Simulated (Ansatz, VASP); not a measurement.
**MgS in VASP and in Ansatz**

File INCAR:

```
SYSTEM = MgS
ALGO     = Normal         ! electronic algorithm
EDIFF    = 1E-7           ! SCF threshold, eV
ENCUT    = 520            ! plane-wave cutoff, eV
GGA      = PE             ! functional
ISIF     = 2              ! what is computed and relaxed
ISMEAR   = -1             ! smearing method
LASPH    = .True.         ! aspherical terms in the spheres
LCHARG   = .False.        ! write CHGCAR
LREAL    = .False.        ! projectors in reciprocal space
LWAVE    = .False.        ! write WAVECAR
NBANDS   = 11             ! bands
NELM     = 100            ! most SCF steps
PREC     = Accurate       ! precision mode
SIGMA    = 0.02           ! smearing width, eV
```

The input KPOINTS:

```
k-points
0
Gamma
  8 8 8
  0 0 0
```

Contents of POSCAR:

```
MgS
1.0
    0.0000000000      2.9158031465      2.9158031465
    2.9158031465      0.0000000000      2.9158031465
    2.9158031465      2.9158031465      0.0000000000
Mg S
1 1
Direct
    0.0000000000      0.0000000000      0.0000000000
    0.2500000000      0.2500000000      0.2500000000
```

Input for Ansatz:

```yaml
crystal:
  lattice:
    - [0.0, 2.9158031465, 2.9158031465]
    - [2.9158031465, 0.0, 2.9158031465]
    - [2.9158031465, 2.9158031465, 0.0]
  atoms:
    - { symbol: Mg, position: [0.0, 0.0, 0.0] }
    - { symbol: S, position: [0.25, 0.25, 0.25] }
kpoints:
  mp_grid: { grid: [8, 8, 8] }
  band_path:
    path:
      - [0.0, 0.0, 0.0]
      - [-0.5, -0.5, 0.0]
      - [-0.375, -0.375, 0.25]
      - [-0.375, 0.0, 0.375]
      - [0.0, 0.0, 0.5]
      - [-0.5, -0.25, 0.25]
    npoints: 1
hamiltonian:
  xc: pbe
scf:
  occupations: { method: fermi_dirac, width: 0.02 }
  n_extra_bands: 4
output:
  forces: true
  stress: true
  eigenvalues: true
  write_density: true
  write_potential: true
  elf: true
  volumetric_format: npy
```

Change from the starting cell: hydrostatic strain +3.0%.

Alike in both runs: task single point; functional PBE; k mesh 8 × 8 × 8; occupations fermi-dirac, width 0.02 eV; no spin polarisation.

|  | VASP | Ansatz |
| --- | --- | --- |
| version | VASP 6.6.1 | Ansatz 0.2.0 |
| potentials or method | VASP PAW PBE potentials, release 64 (Mg, S) | plane waves, PAW |
| plane-wave cutoff (eV) | 520 | 420 |
| valence electrons in the cell | 8 | 16 |

```tsv
	VASP	Ansatz	Ansatz less VASP
gap on the k mesh at the Fermi level (eV)	3.03	3.04	+0.010
pressure (GPa)	-3.5	-3.3	+0.14
```

The two sets of potentials don't hold the same shells in valence.
